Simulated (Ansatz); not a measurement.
Runs of Ansatz 0.2.0 on GaP. The structure is cubic, space group F-43m (No. 216). The conventional cell has a = 5.451 Å, b = 5.451 Å, c = 5.451 Å, α = 90.00°, β = 90.00°, γ = 90.00°. Around Ga (site symmetry -43m) lie 4 P at 2.36 Å. P (site symmetry -43m) has 4 Ga at 2.36 Å as nearest neighbours. 

| level | potentials or basis | spin | gap on the mesh (eV) | pressure (GPa) |
| --- | --- | --- | --- | --- |
| PBE | all-electron LAPW, relativistic spinors | SOC, no magnetisation | 1.62 | 2.5 |
| PBEsol | all-electron LAPW, relativistic spinors | SOC, no magnetisation | 1.48 | (a) |
| PBE | all-electron LAPW, scalar-relativistic | off | (b) | 2.5 |
| PBEsol | all-electron LAPW, scalar-relativistic | off | 1.51 | -0.5 |

Alike in all rows: task band structure; cell as given; k mesh 6 × 6 × 6; cutoff (eV) 278; smearing fermi-dirac 0.05 eV; basis error allowed 0.001 eV/atom.

Fill in the values left out.

(a) -0.6; (b) 1.65.

A k mesh can miss the band edges, and rows without SOC leave out spin-orbit coupling on Ga.
